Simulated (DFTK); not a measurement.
The system is Ir.

```xyz
2
Lattice="2.7514 0.0000 0.0000 -1.3757 2.3828 0.0000 0.0000 0.0000 4.4623" Properties=species:S:1:pos:R:3 pbc="T T T"
Ir    0.0000    1.5885    1.1156
Ir    1.3757    0.7943    3.3467
```

This isn't the form of Ir at room conditions, which is fcc.

Base run:

| Item | Value |
| --- | --- |
| Program | DFTK 0.8.2 |
| Functional | PBE |
| Potentials or basis | cp2k.nc.sr.pbe.v0_1.largecore.gth (PBE, GTH, large core) |
| Cutoff | 1034 eV |
| k mesh | 11 × 11 × 6 |
| Occupations | fermi-dirac, width 0.05 eV |
| Spin | no spin polarisation |

Its results: band gap on the k mesh none (metal or under the smearing width); pressure 14.1 GPa.

Q: The run is repeated on the same cell with these changes: potentials or basis from cp2k.nc.sr.pbe.v0_1.largecore.gth (PBE, GTH, large core) to dojo.nc.sr.pbe.v0_5.stringent.upf (PBE); cutoff from 1034 eV to 925 eV; valence electrons from 18 to 34. What comes out?

A: Band gap on the k mesh none (metal or under the smearing width); pressure -2.0 GPa.

Caveats: GTH potentials come without recommended cutoffs, and this one wasn't checked for convergence (some runs); this set keeps more shells in the core, which shifts pressures and gaps (some runs).
